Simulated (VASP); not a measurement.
# BN (Fmm2) in VASP: notebook

One crystal, BN, is run at these levels: PBE; tasks: single point.

Everything below comes from runs of VASP 6.6.1. Logs are shortened: lines on timing, memory, paths and dates and some standing lists are left out, and cuts for length are marked.

## (1) The structure

Symmetry: Fmm2, No. 42, orthorhombic system. The conventional cell has a = 2.503 Å, b = 6.991 Å, c = 4.332 Å, α = 90.00°, β = 90.00°, γ = 90.00°. N (site symmetry mm2) has 3 B at 1.44 Å as nearest neighbours. Around B (site symmetry mm2) lie 3 N at 1.44 Å.

Measurements of this composition are mostly on another form, of space group No. 194.

## (2) Single point, PBE

Input file INCAR:

```
PREC = Accurate
ENCUT = 280
EDIFF = 1E-7
ISMEAR = 0
SIGMA = 0.05
LREAL = False
LASPH = True
NELM = 100
ALGO = Normal
ISIF = 2
LWAVE = False
LCHARG = False
GGA = PE
ADDGRID = False
```

Input file KPOINTS:

```
regular mesh
0
Gamma
  9 9 9
```

Input file POSCAR:

```
BN
1.0
    0.0000000000      3.4953158300      2.1660912400
    1.2516321000      0.0000000000      2.1660912400
    1.2516321000      3.4953158300      0.0000000000
N B
1 1
Direct
    0.6666513400      0.6666513400      0.3333486600
    0.0000486500      0.0000486500      0.9999513500
```

Potentials or basis: VASP PAW PBE potentials, release 64 (N_s, B_s).

Run with:

```console
$ cat potpaw_PBE.64/N_s/POTCAR potpaw_PBE.64/B_s/POTCAR > POTCAR
$ mpirun -np 1 vasp_std > vasp.out
```

OUTCAR:

```text
PREC = Accurate
   ENCUT = 280
   EDIFF = 1E-7
   ISMEAR = 0
   LREAL = False
   LASPH = True
   NELM = 100
   ISIF = 2
   GGA = PE

 Found    125 irreducible k-points:

 Following reciprocal coordinates:
            Coordinates               Weight
  0.000000  0.000000  0.000000      1.000000
  0.111111 -0.000000 -0.000000      8.000000
  0.222222 -0.000000 -0.000000      8.000000
  0.333333 -0.000000 -0.000000      8.000000
  0.444444 -0.000000 -0.000000      8.000000
  0.111111  0.111111  0.000000      2.000000
   k-points           NKPTS =    125   k-points in BZ     NKDIM =    125   number of bands    NBANDS=      8
   number of dos      NEDOS =    301   number of ions     NIONS =      2
   total plane-waves  NPLWV =   6720
   dimension x,y,z NGX =    24 NGY =   14 NGZ =   20
   dimension x,y,z NGXF=    48 NGYF=   28 NGZF=   40
   ions per type =               1   1
   NGX,Y,Z   is equivalent  to a cutoff of   9.70,  9.30,  8.96 a.u.
   NGXF,Y,Z  is equivalent  to a cutoff of  19.41, 18.61, 17.91 a.u.
 SYSTEM =  unknown system
   PREC   = accura    normal or accurate (medium, high low for compatibility)
   ISTART =      0    job   : 0-new  1-cont  2-samecut
   ICHARG =      2    charge: 1-file 2-atom 10-const
   ISPIN  =      1    spin polarized calculation?
   LNONCOLLINEAR =      F non collinear calculations
   LSORBIT =      F    spin-orbit coupling
   LASPH  =      T    aspherical Exc in radial PAW
   ENCUT  =  280.0 eV  20.58 Ry    4.54 a.u.   5.61  3.41  5.07*2*pi/ulx,y,z
   NELM   =    100;   NELMIN=  2; NELMDL= -5     # of ELM steps
   EDIFF  = 0.1E-06   stopping-criterion for ELM
   LREAL  =      F    real-space projection
   EDIFFG = 0.1E-05   stopping-criterion for IOM
   NSW    =      0    number of steps for IOM
   IBRION =     -1    ionic relax: 0-MD 1-quasi-New 2-CG
   NFREE  =      0    steps in history (QN), initial steepest desc. (CG)
   ISIF   =      2    stress and relaxation
   ISYM   =      2    0-nonsym 1-usesym 2-fastsym
   POTIM  = 0.5000    time-step for ionic-motion
   TEBEG  =    0.0;   TEEND  =   0.0 temperature during run
   PSTRESS=    0.0 pullay stress
   NELECT =       8.0000    total number of electrons
   NUPDOWN=      -1.0000    fix difference up-down
   EMIN   =  10.00;   EMAX   =-10.00  energy-range for DOS
   EFERMI =   0.00;   METHOD = LEGACY
   ISMEAR =     0;   SIGMA  =   0.05  broadening in eV -4-tet -1-fermi 0-gaus
   EFERMI_NEDOS =   21; number of points for ismear=-14 and -15
   IALGO  =     38    algorithm
   IMIX   =      4    mixing-type and parameters
     AMIX     =   0.40;   BMIX     =  1.00
     AMIX_MAG =   1.60;   BMIX_MAG =  1.00
  volume/ion in A,a.u.               =       9.48        63.95
  Fermi-wavevector in a.u.,A,eV,Ry     =   1.228047  2.320672 20.518928  1.508099
  Thomas-Fermi vector in A             =   2.362987
   LORBIT       =      0    0 simple, 1 ext, 2 COOP (PROOUT), +10 PAW based schemes
   GGA     = PE    functional components
   LHFCALC =     F    Hartree Fock is set to
   AEXX    =    0.0000 exact exchange contribution
   IVDW    =     0    specifies the selected vdW correction
   LEPSILON=     F    determine dielectric tensor
   LRPA    =     F    only Hartree local field effects (RPA)
 non-spin polarized calculation
 Gauss-broadening in eV      SIGMA  =   0.05
  energy-cutoff  :      280.00
  volume of cell :       18.95
 maximum number of plane-waves:       212
   NGX = 11   NGY =  7   NGZ =  9

 number of electron       8.0000000 magnetization

 Free energy of the ion-electron system (eV)
  ---------------------------------------------------
  ext. energy  EPLUGINS =         0.00000000
  ---------------------------------------------------
  free energy    TOTEN  =       -17.51565260 eV

  energy without entropy =      -17.51565260  energy(sigma->0) =      -17.51565260

 E-fermi :   3.4456     XC(G=0):  -9.6996

 val. band max:        3.1535979089   @ k =   0.4444  -0.3333   0.1111
 cond. band min:       7.1032537884   @ k =   0.0000   0.4444   0.4444
 fundamental gap:      3.9496558796
 Fermi energy:         3.4455505665

 k-point     1 :       0.0000    0.0000    0.0000
  band No.  band energies     occupation
      1     -14.7309      2.00000
      2      -1.3316      2.00000
      3       1.7330      2.00000
      4       1.7404      2.00000
      5       8.0115      0.00000
      6      14.7098      0.00000
      7      14.7675      0.00000
      8      16.1532      0.00000

 k-point     2 :       0.1111   -0.0000   -0.0000
  band No.  band energies     occupation
      1     -14.4855      2.00000
      2      -1.0924      2.00000
      3       0.7722      2.00000
      4       1.2937      2.00000
      5       8.5552      0.00000
      6      14.6222      0.00000
      7      15.3093      0.00000
      8      15.7575      0.00000

 k-point     3 :       0.2222   -0.0000   -0.0000
  band No.  band energies     occupation
      1     -13.7754      2.00000
      2      -1.4352      2.00000
      3      -0.3648      2.00000
      4       0.3469      2.00000
      5       9.8895      0.00000
      6      13.2310      0.00000
      7      14.4095      0.00000
      8      18.3882      0.00000

 k-point     4 :       0.3333   -0.0000   -0.0000
  band No.  band energies     occupation
      1     -12.7176      2.00000
      2      -3.8325      2.00000
      3      -0.5281      2.00000
      4       0.7643      2.00000
      5      10.0370      0.00000
      6      12.2319      0.00000
      7      14.5262      0.00000
      8      20.9749      0.00000

 k-point     5 :       0.4444   -0.0000   -0.0000
  band No.  band energies     occupation
      1     -11.7137      2.00000
      2      -5.5897      2.00000
      3      -1.0170      2.00000
      4       1.9241      2.00000
      5       8.1372      0.00000
      6      12.9432      0.00000
      7      15.9251      0.00000
      8      19.3132      0.00000

 k-point     6 :       0.1111    0.1111    0.0000
  band No.  band energies     occupation
      1     -14.4904      2.00000
      2      -1.0300      2.00000
      3       0.7543      2.00000
      4       1.3001      2.00000
      5       8.4389      0.00000
      6      14.5990      0.00000
      7      15.4026      0.00000
      8      15.8143      0.00000

 [... further k-points ...]
[... 5 lines left out ...]
  --------------------------------------------------------------------------------------
  -------------------------------------------------------------------------------------
  Total        0.6468540     -0.3000945      0.6563785      0.0000000      0.0000000      0.0000000
  in kB       54.6823238    -25.3687358     55.4874896      0.0000000      0.0000000      0.0000000
  external PRESSURE =      28.2670259 kB  Pullay stress =       0.0000000 kB

 VOLUME and BASIS-vectors are now :
 -----------------------------------------------------------------------------
  energy-cutoff  :      280.00
  volume of cell :       18.95
      direct lattice vectors                 reciprocal lattice vectors
     0.000000000  3.495315830  2.166091240    -0.399478409  0.143048590  0.230830535
     1.251632100  0.000000000  2.166091240     0.399478409 -0.143048590  0.230830535
     1.251632100  3.495315830  0.000000000     0.399478409  0.143048590 -0.230830535

 POSITION                                       TOTAL-FORCE (eV/Angst)
 -----------------------------------------------------------------------------------
      1.25163      3.49532      2.88806         0.000000      0.000000     -0.011998
      1.25163      3.49532      0.00021         0.000000      0.000000      0.011998
 -----------------------------------------------------------------------------------
    total drift:                               -0.000010      0.000009      0.000036

  FREE ENERGIE OF THE ION-ELECTRON SYSTEM (eV)
  ---------------------------------------------------
  free  energy   TOTEN  =       -17.5156525979 eV

  energy  without entropy=      -17.5156525979  energy(sigma->0) =      -17.51565260
```

Wall time 4.1 s (1 thread of Intel Xeon 6975P-C (Granite Rapids), shared host); peak memory 0.11 GiB.

The run converged, but some of its settings lie outside the range that counts as converged, so its numbers aren't taken as properties of the crystal.

Results:

```yaml
Free_energy: -17.5157 eV
Largest_force: 0.012 eV/Å
Band_gap_on_the_k_mesh: 3.95 eV, indirect (least direct gap 4.56 eV)
```

Caveat: the cutoff is under 1.25 times the usual one of these potentials, so pressure, stress and relaxed cells hold a basis-set (Pulay) error; an odd mesh through Γ misses points on the zone boundary, where band edges often lie.

## (3) Single point, PBE

INCAR is that of step 2.

KPOINTS is that of step 2.

Input file POSCAR:

```
BN
1.0
    0.0000000000      3.4953158300      2.1660912400
    1.2516321000      0.0000000000      2.1660912400
    1.2516321000      3.4953158300      0.0000000000
N B
1 1
Direct
    0.6643870000      0.6373240000      0.3259630000
   -0.0156690000     -0.0240960000      1.0349220000
```

Potentials or basis: VASP PAW PBE potentials, release 64 (N_s, B_s).

Run with:

```console
$ cat potpaw_PBE.64/N_s/POTCAR potpaw_PBE.64/B_s/POTCAR > POTCAR
$ mpirun -np 1 vasp_std > vasp.out
```

It took 9.6 s on 1 thread of Intel Xeon 6975P-C (Granite Rapids), shared host; peak memory 0.13 GiB.

These settings aren't checked as converged: the numbers below hold their error.

What came out:

| Quantity | Value |
| --- | --- |
| Free energy | -17.3671 eV |
| Largest force | 2.909 eV/Å |
| Band gap on the k mesh | 3.82 eV, indirect (least direct gap 4.54 eV) |

Caveat: the cutoff is under 1.25 times the usual one of these potentials, so pressure, stress and relaxed cells hold a basis-set (Pulay) error; an odd mesh through Γ misses points on the zone boundary, where band edges often lie.

## (4) The reference run

An earlier run on the cell as given: functional PBE; potentials or basis VASP PAW PBE potentials, release 64 (N, B); cutoff 520 eV; k mesh 13 × 13 × 13; occupations fermi-dirac, width 0.05 eV; no spin polarisation.

* Pressure: 3.3 GPa
* Largest force: 0.010 eV/Å
* Band gap on the k mesh: 3.90 eV, indirect (least direct gap 4.65 eV)
